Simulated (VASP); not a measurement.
# NbP (I4_1md) in VASP: a series of runs, part 2 of 2

VASP 6.6.1.

**3. Relaxation of cell and atoms, PBE**

Contents of INCAR:

```
PREC = Accurate ; ENCUT = 520
EDIFF = 1E-7 ; ISMEAR = 0
SIGMA = 1.0 ; LREAL = F
LASPH = T ; NELM = 60
ALGO = Normal ; ISIF = 3
LWAVE = F ; LCHARG = F
GGA = PE ; IBRION = 2
NSW = 80 ; EDIFFG = -0.002
```

Contents of KPOINTS:

```
regular mesh
0
Gamma
  18 18 18
```

Contents of POSCAR:

```
NbP                                     
1.0
   -1.6721305729      1.6721305729      5.7635698997
    1.6721305729     -1.6721305729      5.7635698997
    1.6721305729      1.6721305729     -5.7635698997
  Nb              P             
     2     2
Direct
     0.7497194107193313    0.7497194107193313    0.0000000000000000
     0.4997194107193314    0.9997194107193313    0.5000000000000000
     0.3329091592806657    0.3329091592806657    0.0000000000000000
     0.0829091692806666    0.5829091692806666    0.5000000000000000
```

Potentials or basis: VASP PAW PBE potentials, release 64 (Nb_sv, P).

Run with:

```console
cat potpaw_PBE.64/Nb_sv/POTCAR potpaw_PBE.64/P/POTCAR > POTCAR
mpirun -np 1 vasp_std > vasp.out
```

OUTCAR:

```text
PREC = Accurate
   ENCUT = 520
   EDIFF = 1E-7
   ISMEAR = 0
   LREAL = F
   LASPH = T
   NELM = 60
   ISIF = 3
   GGA = PE
   IBRION = 2
   NSW = 80
   EDIFFG = -0.002

 ion  position               nearest neighbor table
   1  0.750  0.750  0.000-   4 2.55   4 2.55   3 2.55   3 2.55   3 2.55   3 2.55
   2  0.500  1.000  0.500-   3 2.55   3 2.55   4 2.55   4 2.55   4 2.55   4 2.55
   3  0.333  0.333  0.000-   2 2.55   2 2.55   1 2.55   1 2.55   1 2.55   1 2.55
   4  0.083  0.583  0.500-   1 2.55   1 2.55   2 2.55   2 2.55   2 2.55   2 2.55

  LATTYP: Found a body centered tetragonal cell.
 ALAT       =     3.3442611458
 C/A-ratio  =     3.4468420069

  Lattice vectors:

 A1 = (  -1.6721305729,   1.6721305729,   5.7635698997)
 A2 = (   1.6721305729,  -1.6721305729,   5.7635698997)
 A3 = (   1.6721305729,   1.6721305729,  -5.7635698997)

Analysis of symmetry for initial positions (statically):
=====================================================================
 Subroutine PRICEL returns:
 Original cell was already a primitive cell.

 Routine SETGRP: Setting up the symmetry group for a
 body centered tetragonal supercell.

 Subroutine GETGRP returns: Found  8 space group operations
 (whereof  4 operations were pure point group operations)
 out of a pool of 16 trial point group operations.

The static configuration has the point symmetry C_2v.
 The point group associated with its full space group is C_4v.

Analysis of symmetry for dynamics (positions and initial velocities):
=====================================================================
 Subroutine PRICEL returns:
 Original cell was already a primitive cell.

 Routine SETGRP: Setting up the symmetry group for a
 body centered tetragonal supercell.

 Subroutine GETGRP returns: Found  8 space group operations
 (whereof  4 operations were pure point group operations)
 out of a pool of 16 trial point group operations.
[... 126 lines left out ...]
     AMIX_MAG =   1.60;   BMIX_MAG =  1.00
  volume/ion in A,a.u.               =      16.12       108.75
  Fermi-wavevector in a.u.,A,eV,Ry     =   1.348171  2.547674 24.729478  1.817565
  Thomas-Fermi vector in A             =   2.475862
   LORBIT       =      0    0 simple, 1 ext, 2 COOP (PROOUT), +10 PAW based schemes
   GGA     = PE    functional components
   LHFCALC =     F    Hartree Fock is set to
   AEXX    =    0.0000 exact exchange contribution
   IVDW    =     0    specifies the selected vdW correction
   LEPSILON=     F    determine dielectric tensor
   LRPA    =     F    only Hartree local field effects (RPA)
 conjugate gradient relaxation of ions
 non-spin polarized calculation
 Gauss-broadening in eV      SIGMA  =   1.00
  energy-cutoff  :      520.00
  volume of cell :       64.46
 maximum number of plane-waves:      1760
   NGX = 23   NGY = 23   NGZ = 23

 number of electron      35.9999999 magnetization

 Free energy of the ion-electron system (eV)
  ---------------------------------------------------
  ext. energy  EPLUGINS =         0.00000000
  ---------------------------------------------------
  free energy    TOTEN  =       -35.68621318 eV

  energy without entropy =      -34.76368405  energy(sigma->0) =      -35.22494862

 E-fermi :  10.6841     XC(G=0): -11.9755

 val. band max:       10.6801884291   @ k =  -0.3889   0.3889   0.3889
 cond. band min:      10.6907092811   @ k =  -0.3333   0.4444   0.3333
 fundamental gap:      0.0105208520
 Fermi energy:        10.6840929608

 k-point     1 :       0.0000    0.0000    0.0000
  band No.  band energies     occupation
      1     -44.3231      2.00000
      2     -44.2872      2.00000
      3     -20.5995      2.00000
      4     -20.3696      2.00000
      5     -20.3696      2.00000
      6     -20.2597      2.00000
[... 589 lines left out ...]
     21      12.4334      0.01336
     22      13.3268      0.00019

 [... further k-points ...]

------------------------ aborting loop because EDIFF is reached ----------------------------------------

  FORCE on cell =-STRESS in cart. coord.  units (eV):
  Direction    XX          YY          ZZ          XY          YZ          ZX
  --------------------------------------------------------------------------------------
  -------------------------------------------------------------------------------------
  Total        0.0019007      0.0019007      0.0026713      0.0000000      0.0000000      0.0000000
  in kB        0.0472428      0.0472428      0.0663970      0.0000000      0.0000000      0.0000000
  external PRESSURE =       0.0536275 kB  Pullay stress =       0.0000000 kB

 VOLUME and BASIS-vectors are now :
 -----------------------------------------------------------------------------
  energy-cutoff  :      520.00
  volume of cell :       64.46
      direct lattice vectors                 reciprocal lattice vectors
    -1.672130573  1.672130573  5.763569900     0.000000000  0.299019711  0.086751789
     1.672130573 -1.672130573  5.763569900     0.299019711  0.000000000  0.086751789
     1.672130573  1.672130573 -5.763569900     0.299019711  0.299019711  0.000000000

 POSITION                                       TOTAL-FORCE (eV/Angst)
 -----------------------------------------------------------------------------------
      0.00000      0.00000      8.64212        -0.000000     -0.000000      0.000266
      1.67213      0.00000      5.76034         0.000000      0.000000      0.000266
      0.00000      0.00000      3.83749         0.000000     -0.000000     -0.000266
      1.67213      0.00000      0.95571        -0.000000      0.000000     -0.000266
 -----------------------------------------------------------------------------------
    total drift:                                0.000000      0.000000      0.000143

  FREE ENERGIE OF THE ION-ELECTRON SYSTEM (eV)
  ---------------------------------------------------
  free  energy   TOTEN  =       -35.6862131835 eV

  energy  without entropy=      -34.7636840518  energy(sigma->0) =      -35.22494862

 reached required accuracy - stopping structural energy minimisation
```

OSZICAR:

```text
N       E                     dE             d eps       ncg     rms          rms(c)
DAV:   1     0.364282902335E+03    0.36428E+03   -0.19551E+04 21120   0.163E+03
DAV:   2    -0.513611760687E+01   -0.36942E+03   -0.36331E+03 25746   0.598E+02
DAV:   3    -0.359789099939E+02   -0.30843E+02   -0.30341E+02 37960   0.124E+02
DAV:   4    -0.379182890945E+02   -0.19394E+01   -0.19268E+01 32412   0.264E+01
DAV:   5    -0.380051352068E+02   -0.86846E-01   -0.86423E-01 36496   0.580E+00    0.126E+01
DAV:   6    -0.356604259348E+02    0.23447E+01   -0.12817E+01 31208   0.234E+01    0.497E+00
DAV:   7    -0.356872879133E+02   -0.26862E-01   -0.73623E-01 36794   0.485E+00    0.295E+00
DAV:   8    -0.356852664110E+02    0.20215E-02   -0.63466E-02 28984   0.189E+00    0.530E-01
DAV:   9    -0.356858405995E+02   -0.57419E-03   -0.11759E-02 37898   0.884E-01    0.291E-01
DAV:  10    -0.356862371225E+02   -0.39652E-03   -0.14531E-03 26968   0.395E-01    0.560E-02
DAV:  11    -0.356862133648E+02    0.23758E-04   -0.20800E-04 34854   0.763E-02    0.178E-02
DAV:  12    -0.356862118484E+02    0.15164E-05   -0.16454E-05 33868   0.268E-02    0.102E-02
DAV:  13    -0.356862127452E+02   -0.89683E-06   -0.46075E-06 30874   0.123E-02    0.313E-03
DAV:  14    -0.356862129931E+02   -0.24786E-06   -0.20604E-06 20108   0.263E-03    0.595E-04
DAV:  15    -0.356862130859E+02   -0.92852E-07   -0.13580E-06 19194   0.252E-03    0.293E-04
DAV:  16    -0.356862131835E+02   -0.97628E-07   -0.82985E-07 19074   0.180E-03
   1 F= -.35686213E+02 E0= -.35224949E+02  d E =-.356862E+02
```

CONTCAR:

```text
NbP
   1.00000000000000
    -1.6721305729000000    1.6721305729000000    5.7635698997000002
     1.6721305729000000   -1.6721305729000000    5.7635698997000002
     1.6721305729000000    1.6721305729000000   -5.7635698997000002
  Nb              P
     2     2
Direct
     0.7497194107193295    0.7497194107193295    0.0000000000000000
     0.4997194107193295    0.9997194107193295    0.5000000000000000
     0.3329091592806677    0.3329091592806677    0.0000000000000000
     0.0829091692806685    0.5829091692806685    0.5000000000000000

  0.00000000E+00  0.00000000E+00  0.00000000E+00
  0.00000000E+00  0.00000000E+00  0.00000000E+00
  0.00000000E+00  0.00000000E+00  0.00000000E+00
  0.00000000E+00  0.00000000E+00  0.00000000E+00
```

It took 18 min on 1 thread of Intel Xeon Platinum 8488C (Sapphire Rapids), shared host; peak memory 0.78 GiB.

Results:

```
Free energy             : -35.6862 eV
Pressure after relaxing : 0.0 GPa
Band gap on the k mesh  : none (metal or under the smearing width)
```

Final structure:
```
Nb P
1.0
    -1.67213    1.67213    5.76357
     1.67213   -1.67213    5.76357
     1.67213    1.67213   -5.76357
Nb P
2 2
Direct
  0.74972 0.74972 0.00000
  0.49972 0.99972 0.50000
  0.33291 0.33291 0.00000
  0.08291 0.58291 0.50000
```

Caveat: the relaxation stopped at its first step, so nothing moved.
